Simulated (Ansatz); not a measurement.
Cubic perovskite CsPbI3 (cubic high-temperature phase) was calculated with PBE (plane waves, PAW; Ansatz, an electronic-structure program).

Numerical settings: plane-wave cutoff 520 eV, 6×6×6 k mesh, Fermi–Dirac smearing 0.01 eV, scalar-relativistic PAW data made under PBE.

The cell has the measured lattice: a = b = c = 6.2890 Å, α = β = γ = 90.00°.

Problem. What does this level give for the band gap and Γ–Γ gap?

Solution. 
band gap: 1.33 eV
Γ–Γ gap: 4.30 eV

Note: held by symmetry at 0 K, a high-temperature phase can be a saddle point; cell and atoms aren't relaxed at this level (pressure 0.9 GPa).

Spin–orbit coupling is not included; with these elements it can move the gap by several tenths of an eV or more.

Static lattice: no zero-point or thermal effects.

It cost very roughly 40 core-seconds of CPU time.
